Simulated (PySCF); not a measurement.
Unrelated species, one level of theory. Computed with PySCF, TDDFT CAM-B3LYP/def2-SVPD, vertical, gas phase, core orbitals frozen in the response. Geometries: GFN2-xTB; one conformer of each isolated species. Triplets are in the Tamm–Dancoff approximation.

Problem. Rank by computed lowest triplet energy, highest first.
A. `C#C[C@@H](C#N)C(=O)O[SiH3]`
B. `CCOCC`
C. `OCC(C)C`
D. `N#C[Si@H]1C=C(OC=O)C1`
E. `N#C/C=C\C(=O)[SiH2]C=O`
F. `FCC1=C[C@@H]1F`
G. `CC(F)(F)Cl`

Solution. B (6.98 eV), G (6.84 eV), C (6.66 eV), A (5.17 eV), F (4.77 eV), D (4.30 eV), E (2.29 eV).

```tsv
SMILES	T1 (eV)	first f ≥ 0.01 (nm)	f (S1)	HOMO (eV)	α (au)	S1 (eV)	S1 mainly
CCOCC	6.98	173	0.026	-8.82	57.1	7.15	H→L (90%)
CC(F)(F)Cl	6.84	135	0.004	-10.87	42.1	7.64	H→L (84%)
CC(C)CO	6.66	152	0.004	-9.29	55.5	6.96	H→L (78%)
C#C[C@@H](C#N)C(=O)O[SiH3]	5.17	–	0.007	-9.95	87.7	5.72	H→L (60%)
FCC1=C[C@@H]1F	4.77	173	0.001	-9.78	46.8	6.44	H-1→L (95%)
N#C[Si@H]1C=C(OC=O)C1	4.30	201	0.003	-9.38	90.7	5.54	H-1→L (60%)
N#C/C=C\C(=O)[SiH2]C=O	2.29	258	0.008	-8.82	97.6	2.85	H→L (72%)
```

H and L stand for HOMO and LUMO; a dash means that no computed state gives the value.
